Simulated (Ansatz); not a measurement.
# Tl: strong compression

An exercise on one series of results from a longer session: the logs are not shown, and one member is left open.

Method: DFT PBE, with the methods named in each step, in Ansatz 0.2.0.

### The structure to begin with

The structure is cubic, space group Fd-3m (No. 227). Conventional cell: a = 6.803 Å, b = 6.803 Å, c = 6.803 Å, α = 90.00°, β = 90.00°, γ = 90.00°. Tl (site symmetry -43m) has 4 Tl at 2.95 Å as nearest neighbours.

Coordinates:

```cif
data_structure
_symmetry_space_group_name_H-M 'Fd-3m:1'
_symmetry_Int_Tables_number 227
_cell_length_a 6.8034
_cell_length_b 6.8034
_cell_length_c 6.8034
_cell_angle_alpha 90.000
_cell_angle_beta 90.000
_cell_angle_gamma 90.000
_cell_volume 314.91
loop_
_atom_site_label
_atom_site_type_symbol
_atom_site_symmetry_multiplicity
_atom_site_Wyckoff_symbol
_atom_site_fract_x
_atom_site_fract_y
_atom_site_fract_z
_atom_site_occupancy
Tl1 Tl 8 b 0.00000 0.50000 0.00000 1
```

The file gives the conventional cell by its symmetry; the runs use the cell typed in the input.

Whether this phase is the stable one at these pressures isn't tested.

Atoms are numbered in the order of the input: Tl1, Tl2.

Set-up of the first run:

The input, input.yaml:

```yaml
crystal:
  lattice:
    - [0.0, 3.4017220227, 3.4017220227]
    - [3.4017220227, 0.0, 3.4017220227]
    - [3.4017220227, 3.4017220227, 0.0]
  atoms:
    - { symbol: Tl, position: [-0.125, -0.125, -0.125] }
    - { symbol: Tl, position: [0.125, 0.125, 0.125] }
kpoints:
  mp_grid: { grid: [10, 10, 10] }
scf:
  occupations: { method: fermi_dirac, width: 0.05 }
hamiltonian:
  xc: pbe
  pseudopotentials: { kind: paw }
output:
  forces: true
  stress: true
relax:
  f_tol: 0.005
  max_steps: 40
  cell: {}
```

Launch:

```bash
> ansatz run input.yaml --threads 1 --pin off --max-ram 2048MiB --backend cpu --events-out ev --progress --plain --runs-dir out
```

Among the steps run: Cell relaxed at zero pressure, PAW; Volume scaled by 1, PAW; Volume scaled by 0.9, PAW; Volume scaled by 0.8, PAW; Volume scaled by 0.8, PAW (core large); Volume scaled by 0.7, PAW; Volume scaled by 0.6, PAW; Volume scaled by 0.5, PAW; Volume scaled by 0.4, PAW; Volume scaled by 0.4, PAW (source ansatz).

One of the session's tables, all rows but one given; the rest of the session is left out.

```
             method  volume over the first  volume (Å³/atom)  pressure (GPa)
                PAW                      1            45.124           -0.01
                PAW                    0.9            40.611            1.92
                PAW                    0.8            36.099            5.56
                PAW                    0.7            31.587           12.47
                PAW                    0.6            27.074           27.92
                PAW                    0.5                 ?               ?
                PAW                    0.4            18.049          157.65
   PAW (core large)                    0.8            36.099            5.56
PAW (source ansatz)                    0.4            18.049          158.29
```

Estimate the missing values for PAW, 0.5.

The run gave: volume (Å³/atom): 22.562; pressure (GPa): 63.57. In the column «volume (Å³/atom)» it lies between PAW (source ansatz), 0.4 (18.049) and PAW, 0.6 (27.074).

Caveats from the session: Warnings in the runs' records: datasets by core.
